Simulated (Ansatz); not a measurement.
Born–Oppenheimer molecular dynamics of a periodic cell of 12 atoms, WS$_{2}$ (start crystal WS2, start structure R3m, volume 1.15 times the crystal's). It starts from an unrelaxed structure (largest force component 2.47 eV/Å).

These are results of Ansatz, DFT LDA, scalar-relativistic, plane waves, PAW, not measurements. Settings: PAW set soft_1, cutoff 420 eV, k mesh 2x2x2, fermi-dirac smearing 0.3 eV, no spin polarisation.

| Property | Result |
| --- | --- |
| ensemble | NVE (velocity Verlet) |
| time step | 4.5 fs |
| steps asked | 190 |
| starting velocities drawn for | 7000 K |
| seed | 315973 |

First frame:

```xyz
12
Lattice="-3.3086 -1.9102 6.4573 3.3086 -1.9102 6.4573 0.0000 3.8204 6.4573" Properties=species:S:1:pos:R:3
W 0.000 0.000 0.000
S 0.000 0.000 4.837
S 0.000 0.000 8.117
W 0.000 -1.910 6.457
S 0.000 -1.910 11.294
S 0.000 -1.910 14.574
W -1.654 0.955 6.457
S -1.654 0.955 11.294
S -1.654 0.955 14.574
W 1.654 0.955 6.457
S 1.654 0.955 11.294
S 1.654 0.955 14.574
```

(1) What does the run give?

(2) What happens to the structure?

(3) How do temperature and energy run in time?

Answers

(1) All steps were run.

```yaml
steps_done: 190
time_covered: 855 fs
mean_temperature_over_the_second_half: 3285 K
spread_of_the_potential_energy_over_the_second_half: 61.5 meV per atom
mean_potential_energy_of_the_second_half_above_the_start: 444.3 meV per atom
```

The conserved energy wandered by up to 10.5 meV per atom (net 4.3 meV per atom), which is poor conservation. The temperature averaged 0.47 of the 7000 K drawn at the start: a run that starts near a minimum puts about half its kinetic energy into the potential. A run of 0.85 ps of so small a system gives no equilibrium averages. Limits of this set-up: coarse k mesh, PAW files made for another functional.

(2) Mean squared displacements from the first frame to the last, about the centre of mass: W 0.14 Å², S 0.16 Å². The details hang on the random start.

(3) 
| time (fs) | T (K) | potential energy less start (eV) | conserved less start (meV/atom) |
| --- | --- | --- | --- |
| 0.0 | 7000 | 0.000 | 0.00 |
| 27.0 | 1782 | 7.531 | 9.32 |
| 54.0 | 4062 | 4.204 | 2.23 |
| 81.0 | 1623 | 7.715 | 5.83 |
| 108.0 | 3523 | 4.978 | 2.87 |
| 135.0 | 4187 | 4.024 | 2.06 |
| 162.0 | 3698 | 4.747 | 4.32 |
| 189.0 | 4157 | 4.082 | 3.31 |
| 216.0 | 3098 | 5.610 | 5.25 |
| 243.0 | 2815 | 6.002 | 4.25 |
| 270.0 | 2817 | 5.993 | 3.82 |
| 297.0 | 2920 | 5.852 | 4.27 |
| 324.0 | 2713 | 6.159 | 5.22 |
| 351.0 | 3834 | 4.554 | 4.40 |
| 378.0 | 4180 | 4.047 | 3.11 |
| 405.0 | 3078 | 5.617 | 3.32 |
| 432.0 | 3746 | 4.671 | 3.71 |
| 459.0 | 2813 | 6.009 | 4.66 |
| 486.0 | 3292 | 5.316 | 3.63 |
| 513.0 | 3546 | 4.967 | 4.71 |
| 540.0 | 3281 | 5.328 | 3.27 |
| 567.0 | 4343 | 3.801 | 1.95 |
| 594.0 | 2779 | 6.066 | 5.32 |
| 621.0 | 3365 | 5.237 | 5.70 |
| 648.0 | 2975 | 5.789 | 5.54 |
| 675.0 | 2533 | 6.413 | 5.19 |
| 702.0 | 3549 | 4.950 | 3.59 |
| 729.0 | 4039 | 4.247 | 3.10 |
| 756.0 | 3248 | 5.396 | 5.03 |
| 783.0 | 3176 | 5.482 | 3.73 |
| 810.0 | 2601 | 6.317 | 5.11 |
| 837.0 | 2858 | 5.954 | 5.40 |

The run took 19 min on 1 thread of Arm Neoverse V1 (shared host), peak memory 0.54 GiB.
